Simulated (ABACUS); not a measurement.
Crystal: MnO.

```
CELL_PARAMETERS angstrom
0.00000 2.22391 2.22391
2.22391 0.00000 2.22391
2.22391 2.22391 0.00000
ATOMIC_POSITIONS crystal
Mn 0.00000 0.00000 0.00000
O 0.50000 0.50000 0.50000
```

The cell is a database's computed one.

Base run:

* Program: ABACUS 3.10.1
* Functional: SCAN
* Potentials or basis: SG15 ONCV 1.2 PBE
* Cutoff: 1361 eV
* Density cutoff: 5442 eV
* Basis: DZP LCAO (the cutoffs set its grid)
* k mesh: 7 × 7 × 7
* Occupations: fermi-dirac, width 0.05 eV
* Spin: collinear spin, ferromagnetic start
* Starting moments: [4.0, 0.0] μB

Its results: band gap on the k mesh 0.36 eV, indirect (least direct gap 2.96 eV); pressure 1.9 GPa; net moment 5.00 μB per cell; site moments Mn +4.90; O +0.10 μB.

**Question.** The run is repeated on the same cell with these changes: functional from SCAN to AM05. What comes out?

**Answer.** Band gap on the k mesh none (metal or under the smearing width); pressure -5.0 GPa; net moment 4.71 μB per cell; site moments Mn +4.60; O +0.11 μB.

SCAN gives the wider gap, since meta-GGAs in the generalised Kohn-Sham scheme recover part of the derivative discontinuity.

Caveats: the atomic orbitals were generated for these runs and aren't a published set; the potentials were made for another functional, which shifts forces and pressure; the basis of atomic orbitals isn't converged, which shifts pressures, moduli and gaps; a cell with one magnetic atom can't hold antiferromagnetic order, which such compounds often take; an odd mesh through Γ misses points on the zone boundary, where band edges often lie (some runs); semilocal functionals often make such compounds metallic where correlation or magnetic order opens a gap, which also shifts bond lengths (some runs).
